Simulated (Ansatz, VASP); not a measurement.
# HgTe in VASP and in Ansatz

```
CELL_PARAMETERS angstrom
0.00000 3.07712 3.07712
3.07712 0.00000 3.07712
3.07712 3.07712 0.00000
ATOMIC_POSITIONS crystal
Hg 0.00000 0.00000 0.00000
Te 0.50000 0.50000 0.50000
```

Alike in both runs: task single point; functional PBE; k mesh 4 × 4 × 4; no spin polarisation.

|  | VASP | Ansatz |
| --- | --- | --- |
| version | VASP 6.6.1 | Ansatz 0.2.0 |
| potentials or method | VASP PAW PBE potentials, release 64 (Hg, Te) | scalar-relativistic, plane waves, PAW |
| plane-wave cutoff (eV) | 520 | 420 |
| occupations | tetrahedron | tetrahedron-uncorrected |
| valence electrons in the cell | 18 | 36 |

Ansatz gave:

* gap on the k mesh at the Fermi level (eV): none
* pressure (GPa): 1.8

**Question.** Estimate VASP's values.

**Answer.** gap on the k mesh at the Fermi level (eV): none; pressure (GPa): 1.9.

A gap of «none» marks a metal or a gap that the smearing closes. The two sets of potentials don't hold the same shells in valence. Ansatz warned: «band_table_not_solved_further».

Caveats: the k mesh is coarse (spacing up to 0.44 Å⁻¹), so the values aren't converged. Spin-orbit coupling is left out, which matters for the levels of Hg, Te.
